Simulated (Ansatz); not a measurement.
P (beta tin type), DFT, PBE, all-electron LAPW, scalar-relativistic (Ansatz 0.2.0), on 1 thread of Intel(R) Xeon(R) Platinum 8488C (Sapphire Rapids) (shared host).

Command: `ansatz run input.yaml --threads 1 --pin off --max-ram 3584MiB --backend cpu --events-out ev --progress --plain --runs-dir out`

```yaml
crystal:
  lattice:
    - [-2.043117599, 2.043117599, 1.0813427296]
    - [2.043117599, -2.043117599, 1.0813427296]
    - [2.043117599, 2.043117599, -1.0813427296]
  atoms:
    - { symbol: P, position: [-0.375, -0.125, -0.25] }
    - { symbol: P, position: [0.375, 0.125, 0.25] }
kpoints:
  mp_grid: { grid: [19, 19, 19] }
scf:
  occupations: { method: fermi_dirac, width: 0.08 }
hamiltonian:
  xc: pbe
  pseudopotentials: { kind: all_electron, lapw: { basis_error: 0.0005 } }
output:
  forces: true
  stress: true
  eigenvalues: true
relax:
  f_tol: 0.005
  max_steps: 12
  cell: { p_target: 120.0, stress_tol: 0.06 }
```

(1) How large is the problem that the program sets up?

(2) About how long does it take, and how much memory?

Answers

(1) 550 irreducible k-points, 263 plane waves at Γ, 17 bands.

(2) 75 s of wall time for 10 SCF iterations over 2 geometries, with a peak of 0.87 GiB. Times on shared machines scatter by tens of per cent.
